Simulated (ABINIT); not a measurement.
# Sb (R-3m) in ABINIT: reference runs

Reference runs on Sb: the cell as given and a disturbed copy.

All numbers are computed with ABINIT 10.8.3 (patched build); they aren't measurements. Logs are shortened: lines on timing, memory, paths and dates and some standing lists are left out, and cuts for length are marked. The log counts tension as positive stress, the text compression.

## Step 1: The crystal as given

It takes space group R-3m (No. 166, trigonal). The conventional cell has a = 4.308 Å, b = 4.308 Å, c = 11.274 Å, α = 90.00°, β = 90.00°, γ = 120.00°. Around Sb (site symmetry 3m) lie 3 Sb at 2.91 Å.

## Step 2: Single point, PBE

Input file run.abi:

```
# Pseudopotentials
pp_dirpath "./"
pseudos "Sb.GGA_PBE-JTH.xml"

# Structure
acell 4.5066618304 4.5066618304 4.5066618304 Angstrom
rprim
     0.4780034715     0.2759754330     0.8338766345
    -0.4780034715     0.2759754330     0.8338766345
     0.0000000000    -0.5519508659     0.8338766345
ntypat 1
znucl 51
natom 2
typat 1 1
xred
     0.7665100000     0.7665100000     0.7665100000
     0.2334900000     0.2334900000     0.2334900000

# Plane-wave basis
ecut 435.382180 eV
pawecutdg 32.0

# k points
kptopt 1
ngkpt 8 8 8
nshiftk 1
shiftk 0.0 0.0 0.0

# Exchange and correlation
ixc 11

# Bands and occupations
nband 19
occopt 3
tsmear 0.05 eV

# SCF cycle
nstep 100
tolvrs 1.0e-9

# Output
iomode 3
prtwf 0
prtden 0
prteig 0
prtebands 0
```

Potentials or basis: JTH PAW PBE v2.0.

Started as:

```
$ abinit run.abi > log 2>&1
```

run.abo:

```text
.Version 10.8.3 of ABINIT
 Symmetries : space group R-3 m (#166); Bravais hR (rhombohedral)
================================================================================
 Values of the parameters that define the memory need of the present run
     intxc =       0    ionmov =       0      iscf =      17    lmnmax =      18
     lnmax =       6     mgfft =      32  mpssoang =       3    mqgrid =    3001
     natom =       2  nloc_mem =       2    nspden =       1   nspinor =       1
    nsppol =       1      nsym =      12    n1xccc =       1    ntypat =       1
    occopt =       3   xclevel =       2
       mpw =        1276          nfft =       32768          nkpt =          65
 PAW method is used; the additional fine FFT grid is defined by:
   mgfftf=        45    nfftf =     91125
================================================================================
================================================================================

--------------------------------------------------------------------------------
------------- Echo of variables that govern the present computation ------------
--------------------------------------------------------------------------------
 -outvars: echo values of preprocessed input variables --------
            acell      8.5163566015E+00  8.5163566015E+00  8.5163566015E+00 Bohr
              amu      1.21753000E+02
             ecut      1.60000000E+01 Hartree
                       outvar_i_n : Printing only first  50 k-points.
              ixc          11
                       outvar_i_n : Printing only first  50 k-points.
         kptrlatt        8    0    0      0    8    0      0    0    8
          kptrlen      6.51335683E+01
            natom           2
            nband          19
            ngfft          32      32      32
          ngfftdg          45      45      45
             nkpt          65
            nstep         100
             nsym          12
           ntypat           1
                       prtocc : prtvol=0, do not print more k-points.
           occopt           3
        pawecutdg      3.20000000E+01 Hartree
         pawxcdev           0
           prtden           0
        prtebands           0
           prteig           0
            prtwf           0
            rprim      4.7800347150E-01  2.7597543300E-01  8.3387663450E-01
                      -4.7800347150E-01  2.7597543300E-01  8.3387663450E-01
                       0.0000000000E+00 -5.5195086590E-01  8.3387663450E-01
          spgroup         166
           tolvrs      1.00000000E-09
           tsmear      1.83746611E-03 Hartree
            typat      1  1
           useylm           1
                       outvars : Printing only first  50 k-points.
           xangst     -1.9600689293E-17  3.4544038161E-10  8.6416337399E+00
                       2.0641277953E-17  1.0522601094E-10  2.6323662600E+00
            xcart     -3.7039934642E-17  6.5278771408E-10  1.6330321049E+01
                       3.9006362220E-17  1.9884834201E-10  4.9744512944E+00
             xred      7.6651000000E-01  7.6651000000E-01  7.6651000000E-01
                       2.3349000000E-01  2.3349000000E-01  2.3349000000E-01
            znucl       51.00000

================================================================================

 chkinp: Checking input parameters for consistency.

================================================================================
== DATASET  1 ==================================================================

--- !DatasetInfo
iteration_state: {dtset: 1, }
dimensions: {natom: 2, nkpt: 65, mband: 19, nsppol: 1, nspinor: 1, nspden: 1, mpw: 1276, }
cutoff_energies: {ecut:  16.0, pawecutdg:  32.0, }
electrons: {nelect:   3.00000000E+01, charge:   0.00000000E+00, occopt:   3.00000000E+00, tsmear:   1.83746611E-03, }
meta: {optdriver: 0, ionmov: 0, optcell: 0, iscf: 17, paral_kgb: 0, }
...

 Exchange-correlation functional for the present dataset will be:
  GGA: Perdew-Burke-Ernzerhof functional - ixc=11
  J.P.Perdew, K.Burke, M.Ernzerhof, PRL 77, 3865 (1996)

 Real(R)+Recip(G) space primitive vectors, cartesian coordinates (Bohr,Bohr^-1):
 R(1)=  4.0708480  2.3503052  7.1015908  G(1)=  0.1228245  0.0709128  0.0469378
 R(2)= -4.0708480  2.3503052  7.1015908  G(2)= -0.1228245  0.0709128  0.0469378
 R(3)=  0.0000000 -4.7006104  7.1015908  G(3)=  0.0000000 -0.1418256  0.0469378
 Unit cell volume ucvol=  4.0767684E+02 bohr^3
 Angles (23,13,12)=  5.71101732E+01  5.71101732E+01  5.71101732E+01 degrees

 Coarse grid specifications (used for wave-functions):

 getcut: wavevector=  0.0000  0.0000  0.0000  ngfft=  32  32  32
         ecut(hartree)=     16.000   => boxcut(ratio)=   2.08758

 Fine grid specifications (used for densities):

 getcut: wavevector=  0.0000  0.0000  0.0000  ngfft=  45  45  45
         ecut(hartree)=     32.000   => boxcut(ratio)=   2.02890

--- Pseudopotential description ------------------------------------------------
- pspini: atom type   1  psp file is ./Sb.GGA_PBE-JTH.xml
 Pseudopotential format is: paw10
 basis_size (lnmax)=  6 (lmn_size= 18), orbitals=   0   0   1   1   2   2
 Spheres core radius: rc_sph= 2.40089151
 Shapefunction is BESSEL type: shapef(r,l)=aa(1,l)*jl(q(1,l)*r)+aa(2,l)*jl(q(2,l)*r)
 Radius for shape functions =  2.00542650
 Compensation charge density is not taken into account in XC energy/potential

   1.53505782E+03                                ecore*ucvol(ha*bohr**3)
--------------------------------------------------------------------------------

================================================================================

--- !BeginCycle
iteration_state: {dtset: 1, }
solver: {iscf: 17, nstep: 100, nline: 4, wfoptalg: 10, }
tolerances: {tolvrs: 1.00E-09, }
...

     iter   Etot(hartree)      deltaE(h)  residm     nres2
 ETOT  1  -164.32606390019    -1.643E+02 1.489E+01 7.111E-01
 ETOT  2  -165.22893227308    -9.029E-01 3.045E-02 3.486E-01
 ETOT  3  -165.22852713876     4.051E-04 1.739E-02 1.130E-01
 ETOT  4  -165.22823827988     2.889E-04 2.885E-03 1.851E-03
 ETOT  5  -165.22824914276    -1.086E-05 4.006E-04 4.151E-04
 ETOT  6  -165.22825409348    -4.951E-06 1.924E-04 2.268E-05
 ETOT  7  -165.22825417457    -8.110E-08 2.019E-04 4.068E-06
 ETOT  8  -165.22825420959    -3.501E-08 1.358E-04 2.282E-07
 ETOT  9  -165.22825420989    -3.018E-10 1.062E-04 6.344E-08
 ETOT 10  -165.22825420966     2.276E-10 9.037E-05 9.839E-10

 At SCF step   10       nres2   =  9.84E-10 < tolvrs=  1.00E-09 =>converged.

 Cartesian components of stress tensor (hartree/bohr^3)
  sigma(1 1)= -9.43931905E-05  sigma(3 2)= -3.65434214E-13
  sigma(2 2)= -9.43931920E-05  sigma(3 1)=  0.00000000E+00
  sigma(3 3)= -7.52245256E-05  sigma(2 1)=  0.00000000E+00

--- !ResultsGS
iteration_state: {dtset: 1, }
comment   : Summary of ground state results
lattice_vectors:
- [  4.0708480,   2.3503052,   7.1015908, ]
- [ -4.0708480,   2.3503052,   7.1015908, ]
- [  0.0000000,  -4.7006104,   7.1015908, ]
lattice_lengths: [   8.51636,    8.51636,    8.51636, ]
lattice_angles: [ 57.110,  57.110,  57.110, ] # degrees, (23, 13, 12)
lattice_volume:   4.0767684E+02
convergence: {deltae:  2.276E-10, res2:  9.839E-10, residm:  9.037E-05, diffor: null, }
etotal    :  -1.65228254E+02
entropy   :   0.00000000E+00
fermie    :   2.57274806E-01
cartesian_stress_tensor: # hartree/bohr^3
- [ -9.43931905E-05,   0.00000000E+00,   0.00000000E+00, ]
- [  0.00000000E+00,  -9.43931920E-05,  -3.65434214E-13, ]
- [  0.00000000E+00,  -3.65434214E-13,  -7.52245256E-05, ]
pressure_GPa:   2.5892E+00
xred      :
- [  7.6651E-01,   7.6651E-01,   7.6651E-01, Sb]
- [  2.3349E-01,   2.3349E-01,   2.3349E-01, Sb]
cartesian_forces: # hartree/bohr
- [  3.60136093E-19,  -8.99812337E-19,  -3.30191994E-03, ]
- [ -3.60136093E-19,   8.99812337E-19,   3.30191994E-03, ]
force_length_stats: {min:   3.30191994E-03, max:   3.30191994E-03, mean:   3.30191994E-03, }
...

 Integrated electronic density in atomic spheres:
 ------------------------------------------------
 Atom  Sphere_radius  Integrated_density
    1        2.40089         12.44307749
    2        2.40089         12.44307749

================================================================================

 ----iterations are completed or convergence reached----

 Mean square residual over all n,k,spin=   11.764E-08; max=  90.373E-06
 reduced coordinates (array xred) for    2 atoms
       0.766510000000      0.766510000000      0.766510000000
       0.233490000000      0.233490000000      0.233490000000
 rms dE/dt=  2.3449E-02; max dE/dt=  2.3449E-02; dE/dt below (all hartree)
    1       0.023448884221      0.023448884221      0.023448884221
    2      -0.023448884221     -0.023448884221     -0.023448884221

 cartesian coordinates (angstrom) at end:
    1     -0.00000000000000     0.00000000034544     8.64163373991621
    2      0.00000000000000     0.00000000010523     2.63236625997448

 cartesian forces (hartree/bohr) at end:
    1      0.00000000000000    -0.00000000000000    -0.00330191994215
    2     -0.00000000000000     0.00000000000000     0.00330191994215
 frms,max,avg= 1.9063644E-03 3.3019199E-03   0.000E+00  0.000E+00  0.000E+00 h/b

 cartesian forces (eV/Angstrom) at end:
    1      0.00000000000000    -0.00000000000000    -0.16979155018183
    2     -0.00000000000000     0.00000000000000     0.16979155018183
 frms,max,avg= 9.8029197E-02 1.6979155E-01   0.000E+00  0.000E+00  0.000E+00 e/A
 length scales=  8.516356601538  8.516356601538  8.516356601538 bohr
              =  4.506661830400  4.506661830400  4.506661830400 angstroms
 Fermi (or HOMO) energy (hartree) =   0.25727   Average Vxc (hartree)=  -0.33938
 Eigenvalues (hartree) for nkpt=  65  k points:
 kpt#   1, nband= 19, wtk=  0.00195, kpt=  0.0000  0.0000  0.0000 (reduced coord)
  -0.82837   -0.82837   -0.82532   -0.82532   -0.82444   -0.82116   -0.82116   -0.82096
  -0.81803   -0.81803   -0.21364    0.07697    0.17795    0.18779    0.18779    0.33014
   0.35299    0.35299    0.44355
      occupation numbers for kpt#   1
   2.00000    2.00000    2.00000    2.00000    2.00000    2.00000    2.00000    2.00000
   2.00000    2.00000    2.00000    2.00000    2.00000    2.00000    2.00000    0.00000
   0.00000    0.00000    0.00000
 prteigrs : prtvol=0 or 1, do not print more k-points.

--- !EnergyTerms
iteration_state     : {dtset: 1, }
comment             : Components of total free energy in Hartree
kinetic             :  8.24653388800409E+00
hartree             :  4.78231026415885E+01
xc                  : -4.72592695770670E+00
Ewald energy        : -1.07854485023925E+02
psp_core            :  3.76537899777727E+00
local_psp           : -1.44218135328617E+02
PAW spherical_terms :  3.17353899737582E+01
internal            : -1.65228141809121E+02
'-kT*entropy'       : -1.08361642442794E-04
total_energy        : -1.65228250170763E+02
total_energy_eV     : -4.49608973414422E+03
...

--- !EnergyTermsDC
iteration_state     : {dtset: 1, }
comment             : '"Double-counting" decomposition of free energy'
band_energy         : -1.59426359980625E+01
Ewald energy        : -1.07854485023925E+02
psp_core            :  3.76537899777727E+00
xc_dc               : -4.71784587691836E+01
PAW spherical_terms :  1.98205494537579E+00
internal            : -1.65228145848018E+02
'-kT*entropy'       : -1.08361642442794E-04
total_energy_dc     : -1.65228254209661E+02
total_energy_dc_eV  : -4.49608984404822E+03
...

--- !EnergyTermsWithPAWCore
iteration_state     : {dtset: 1, }
comment             : 'Components of total free energy, including PAW core contributions'
Total energy        : -1.29632018073439E+04
Total energy DC     : -1.29632018113828E+04
Total energy (eV)   : -3.52746691364233E+05
Total energy DC (eV): -3.52746691474137E+05
...

 Cartesian components of stress tensor (hartree/bohr^3)
  sigma(1 1)= -9.43931905E-05  sigma(3 2)= -3.65434214E-13
  sigma(2 2)= -9.43931920E-05  sigma(3 1)=  0.00000000E+00
  sigma(3 3)= -7.52245256E-05  sigma(2 1)=  0.00000000E+00

-Cartesian components of stress tensor (GPa)         [Pressure=  2.5892E+00 GPa]
- sigma(1 1)= -2.77714355E+00  sigma(3 2)= -1.07514458E-08
- sigma(2 2)= -2.77714359E+00  sigma(3 1)=  0.00000000E+00
- sigma(3 3)= -2.21318195E+00  sigma(2 1)=  0.00000000E+00

== END DATASET(S) ==============================================================
================================================================================

 -outvars: echo values of variables after computation  --------
            acell      8.5163566015E+00  8.5163566015E+00  8.5163566015E+00 Bohr
           etotal     -1.6522825421E+02
            fcart      3.6013609334E-19 -8.9981233652E-19 -3.3019199422E-03
                      -3.6013609334E-19  8.9981233652E-19  3.3019199422E-03
            rprim      4.7800347150E-01  2.7597543300E-01  8.3387663450E-01
                      -4.7800347150E-01  2.7597543300E-01  8.3387663450E-01
                       0.0000000000E+00 -5.5195086590E-01  8.3387663450E-01
           strten     -9.4393190525E-05 -9.4393192020E-05 -7.5224525609E-05
                      -3.6543421447E-13  0.0000000000E+00  0.0000000000E+00
           xangst     -1.9600689293E-17  3.4544038161E-10  8.6416337399E+00
                       2.0641277953E-17  1.0522601094E-10  2.6323662600E+00
             xred      7.6651000000E-01  7.6651000000E-01  7.6651000000E-01
                       2.3349000000E-01  2.3349000000E-01  2.3349000000E-01
 Calculation completed.
```

It took 42 s on 1 thread of Arm Neoverse V2, shared host; peak memory 0.14 GiB.

What came out:

```
Free energy                                           : -4496.0898 eV
Pressure                                              : 2.6 GPa
Largest force                                         : 0.170 eV/Å
Band gap on the k mesh                                : none (metal or under the smearing width)
Valence electrons inside the program's atomic spheres : Sb 12.44 (radii [1.2705] Å)
```

Forces on the atoms (eV/Å):
```
Sb   0.000  0.000 -0.170
Sb   0.000  0.000  0.170
```

Stress tensor (GPa, compression positive):
```
2.78 0.00 0.00
0.00 2.78 0.00
0.00 0.00 2.21
```

## Step 3: Single point, PBE

Input file run.py:

```python
import json, os
import numpy as np
from ase.units import GPa
from ase.calculators.abinit import Abinit, AbinitProfile
from ase import Atoms

atoms = Atoms(['Sb', 'Sb'],
              cell=[[2.1542, 1.2437279499, 3.758], [-2.1542, 1.2437279499, 3.758], [0.0, -2.4874558998, 3.758]],
              scaled_positions=[[0.76651, 0.76651, 0.76651], [0.23349, 0.23349, 0.23349]],
              pbc=True)

profile = AbinitProfile(command='abinit', pp_paths=[os.path.abspath('pseudos')])
params = dict(
    pps='pawxml', xc='PBE',
    ecut=435.3822,
    pawecutdg=870.7644,
    kptopt=1,
    ngkpt=[8, 8, 8],
    nshiftk=1,
    shiftk=[0.0, 0.0, 0.0],
    ixc=11,
    nband=19,
    occopt=3,
    tsmear=0.05,
    nstep=100,
    tolvrs=1e-09,
    prtwf=0,
    prtden=0,
)

atoms.calc = Abinit(profile=profile, directory='run', **params)
energy = atoms.get_potential_energy()
forces = atoms.get_forces()
stress = atoms.get_stress()
print(f'energy {energy:.6f} eV')
print('forces (eV/A)')
print(np.round(forces, 5))
print('stress (GPa, Voigt, tension positive)', np.round(stress / GPa, 4))
json.dump(dict(energy=energy, forces=forces.tolist(), stress=stress.tolist(), cell=atoms.cell.tolist(), frac=atoms.get_scaled_positions(wrap=False).tolist()), open('results.json', 'w'))
```

Potentials or basis: JTH PAW PBE v2.0.

Started as:

```
$ python run.py
```

Run time: 42 s. Hardware: 1 thread of Arm Neoverse V2, shared host; peak memory 0.14 GiB.

Results (log left out):

```yaml
Free_energy: -4496.0898 eV
Pressure: 2.6 GPa
Largest_force: 0.170 eV/Å
Band_gap_on_the_k_mesh: none (metal or under the smearing width)
Valence_electrons_inside_the_program's_atomic_spheres: Sb 12.44 (radii [1.2705] Å)
```

Forces in eV/Å, atoms in the order of the input:
```
Sb   0.000  0.000 -0.170
Sb   0.000  0.000  0.170
```

Stress tensor (GPa, compression positive):
```
2.78 0.00 0.00
0.00 2.78 0.00
0.00 0.00 2.21
```

Levels at points of the mesh, in eV from the Fermi level:
```csv
k point,band 13,band 14,band 15,band 16,band 17,band 18
"(0.00, 0.00, 0.00)",-2.16,-1.89,-1.89,1.98,2.60,2.60
"(0.50, 0.00, 0.00)",-2.03,-1.92,-0.38,-0.29,0.10,0.41
"(0.50, 0.50, 0.00)",-5.52,-3.84,-3.75,1.45,4.84,5.43
"(0.50, 0.50, 0.50)",-1.40,-1.40,-0.56,0.04,0.04,1.03
```

The run has no spin-orbit coupling, so splittings on Sb are missing.

## Step 4: Single point, PBE (atoms moved at random, drawn with an rms of 0.05 Å)

run.abi, as its differences from that of step 2:

```diff
@@ -5,3 +5,3 @@
 # Structure
-acell 4.5066618304 4.5066618304 4.5066618304 Angstrom
+acell 8.5163565957 8.5163565957 8.5163565957
 rprim
@@ -15,4 +15,7 @@
 xred
-     0.7665100000     0.7665100000     0.7665100000
-     0.2334900000     0.2334900000     0.2334900000
+     0.7676430000     0.7550740000     0.7647910000
+     0.2500380000     0.2274410000     0.2223170000
+chkprim 0
+chksymtnons 0
+tolsym 1.0e-6
 
@@ -34,3 +37,3 @@
 occopt 3
-tsmear 0.05 eV
+tsmear 0.00183747
```

Started as:

```
$ abinit run.abi > log 2>&1
```

Run time: 2.7 min. Hardware: 1 thread of Arm Neoverse V2, shared host; peak memory 0.28 GiB.

The run converged. Its results:

| Item | Value |
| --- | --- |
| Free energy | -4496.0899 eV |
| Pressure | 2.1 GPa |
| Largest force | 0.106 eV/Å |
| Band gap on the k mesh | none (metal or under the smearing width) |
| Valence electrons inside the program's atomic spheres | Sb 12.42 (radii [1.2705] Å) |

Forces in eV/Å, atoms in the order of the input:
```
Sb   0.053  0.092  0.009
Sb  -0.053 -0.092 -0.009
```

Stress tensor (GPa, compression positive):
```
 2.40  0.13 -0.24
 0.13  2.23 -0.46
-0.24 -0.46  1.55
```

Levels at points of the mesh, in eV from the Fermi level:
```
           k point  band 13  band 14  band 15  band 16  band 17  band 18
(0.00, 0.00, 0.00)    -2.19    -1.88    -1.74     2.17     2.56     2.79
(0.50, 0.00, 0.00)    -1.90    -1.82    -0.34    -0.17     0.02     0.29
(0.00, 0.50, 0.00)    -1.86    -1.83    -0.37    -0.26     0.03     0.34
(0.50, 0.50, 0.00)    -5.64    -3.82    -3.70     1.50     4.86     5.43
(0.00, 0.00, 0.50)    -1.91    -1.73    -0.50    -0.34     0.11     0.34
(0.50, 0.00, 0.50)    -5.54    -3.87    -3.67     1.57     4.86     5.35
(0.00, 0.50, 0.50)    -5.47    -3.89    -3.66     1.63     4.84     5.30
(0.50, 0.50, 0.50)    -1.42    -1.11    -0.43    -0.13     0.17     0.98
```

Spin-orbit coupling is left out, which matters for the levels of Sb.
